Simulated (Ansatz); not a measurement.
**SnO₂: a line through an energy map**

How does the energy of SnO₂ (P4_2/mnm, No. 136; 6 atoms in the cell) vary with amplitude of mode 4 (110 cm⁻¹), at amplitude of mode 7 (220 cm⁻¹) = 0.000 Å?

Computed with Ansatz 0.2.0 (DFT PBE, scalar-relativistic, plane waves, PAW, unless a step's input says otherwise).

3 further runs of the same task are left out: 3 set aside as unsound or not needed. Runs told in other sessions of the task aren't counted.

### 1 The structure to begin with

It takes space group P4_2/mnm (No. 136, tetragonal). The conventional cell has a = 4.828 Å, b = 4.828 Å, c = 3.238 Å, α = 90.00°, β = 90.00°, γ = 90.00°. Sn (site symmetry mmm) has 6 O at 2.09 Å in its first shell of neighbours. Around O (site symmetry m2m) lie 3 Sn at 2.09 Å.

Coordinates:

```cif
data_structure
_symmetry_space_group_name_H-M 'P 1'
_symmetry_Int_Tables_number 1
_cell_length_a 4.8278
_cell_length_b 4.8278
_cell_length_c 3.2379
_cell_angle_alpha 90.000
_cell_angle_beta 90.000
_cell_angle_gamma 90.000
_cell_volume 75.47
loop_
_atom_site_label
_atom_site_type_symbol
_atom_site_fract_x
_atom_site_fract_y
_atom_site_fract_z
_atom_site_occupancy
Sn1 Sn 0.50000 0.50000 0.50000 1
Sn2 Sn 0.00000 0.00000 0.00000 1
O1 O 0.30657 0.30663 0.00000 1
O2 O 0.80657 0.19337 0.50000 1
O3 O 0.19343 0.80663 0.50000 1
O4 O 0.69343 0.69337 0.00000 1
```

It goes back to an entry of the Materials Project, which need not be the stable form.

This cell was relaxed beforehand with the same method: volume 12.58 Å³/atom, gap on the mesh 0.68 eV.

### 2 What is varied

The energy is mapped over two normal modes frozen in (zone-centre modes of the cell shown).

First coordinate, amplitude of mode 4 (110 cm⁻¹), largest displacement: 7 values from −0.252 Å. Second coordinate, amplitude of mode 7 (220 cm⁻¹), largest displacement: 7 values from −0.178 Å.

Nothing else is relaxed (the cell and all other modes fixed). Energies count from the relaxed high-symmetry cell. Points are written as (first, second).

The modes come from a phonon run on the reference cell, made beforehand.

Displacement patterns for an amplitude of 1 (Å):

| atom | x1 | y1 | z1 | x2 | y2 | z2 |
| --- | --- | --- | --- | --- | --- | --- |
| Sn1 | 0.000 | 0.000 | 0.000 | 0.160 | 0.207 | 0.000 |
| Sn2 | 0.000 | 0.000 | 0.000 | -0.161 | 0.207 | 0.000 |
| O3 | 0.707 | -0.707 | 0.000 | 0.641 | -0.768 | 0.000 |
| O4 | 0.707 | 0.707 | 0.000 | -0.640 | -0.767 | 0.000 |
| O5 | -0.707 | -0.707 | 0.000 | -0.640 | -0.767 | 0.000 |
| O6 | -0.707 | 0.707 | 0.000 | 0.641 | -0.768 | 0.000 |

### 3 Point (−0.252 Å, 0.000 Å)

Input file input.yaml:

```yaml
crystal:
  lattice:
    - [4.8277932898, 0.0, 0.0]
    - [0.0, 4.8278069739, 0.0]
    - [0.0, 0.0, 3.2379014683]
  atoms:
    - { symbol: Sn, position: [0.5, 0.5, 0.5] }
    - { symbol: Sn, position: [0.0, 0.0, 0.0] }
    - { symbol: O, position: [0.2696607915, 0.3435373615, 0.0] }
    - { symbol: O, position: [0.7696607915, 0.1564626385, 0.5] }
    - { symbol: O, position: [0.2303392085, 0.8435373615, 0.5] }
    - { symbol: O, position: [0.7303392085, 0.6564626385, 0.0] }
basis:
  ecutwfc: 520.0
kpoints:
  mp_grid: { grid: [6, 6, 8] }
hamiltonian:
  xc: pbe
  pseudopotentials: { kind: paw, azcp: { folder: soft_1 } }
scf:
  occupations: { method: gaussian, width: 0.05 }
output:
  forces: true
  stress: true
  eigenvalues: true
```

Launch:

```bash
ansatz run input.yaml --threads 2 --pin off --max-ram 4096MiB --backend cpu --events-out ev --progress --plain --runs-dir out
```

The session goes on with these runs: the other points of the line.

Before running it: what results should come out? Wanted: for each run, amplitude of mode 4; energy; slope; pressure; largest force on an atom.

As calculated:

```
amplitude of mode 4 (110 cm⁻¹), largest displacement (Å)  step  energy (meV)  slope (meV per Å)  pressure (GPa)  band gap on the k-mesh (eV)  largest force on an atom (eV/Å)
                                                  −0.252     3           121              −1198           −2.32                         1.04                             0.34
                                                  −0.168     4            47               −625           −1.07                         0.92                             0.17
                                                  −0.084     –            11               −259           −0.27                         0.77                             0.07
                                                   0.000     –             0                 −1            0.00                         0.68                             0.00
                                                   0.084     5            10                257           −0.27                         0.77                             0.07
                                                   0.168     6            46                623           −1.07                         0.92                             0.17
                                                   0.252     7           121               1194           −2.31                         1.04                             0.33
```

Energies count from the relaxed high-symmetry cell. Rows without a step come from runs not printed here or follow by symmetry. Slopes come from the forces (and the stress, where the cell changes), not from differences of energies.

The lowest point computed on the line is at 0.000 Å, 0 meV from the zero. Energies and slopes round the minimum, fitted together, put the minimum at 0.0000 Å, with a curvature of about 2900 meV per Å². The highest point computed, at −0.252 Å, lies 121 meV above the lowest. This is one cut through a surface in two coordinates; it holds the lowest point sampled, which need not be a minimum.

The gaps are Kohn-Sham values of a semilocal functional, not quasiparticle or optical gaps. Such gaps usually fall short of the measured ones. Spin-orbit coupling is left out, though the cell holds Sn; it can move the gap.
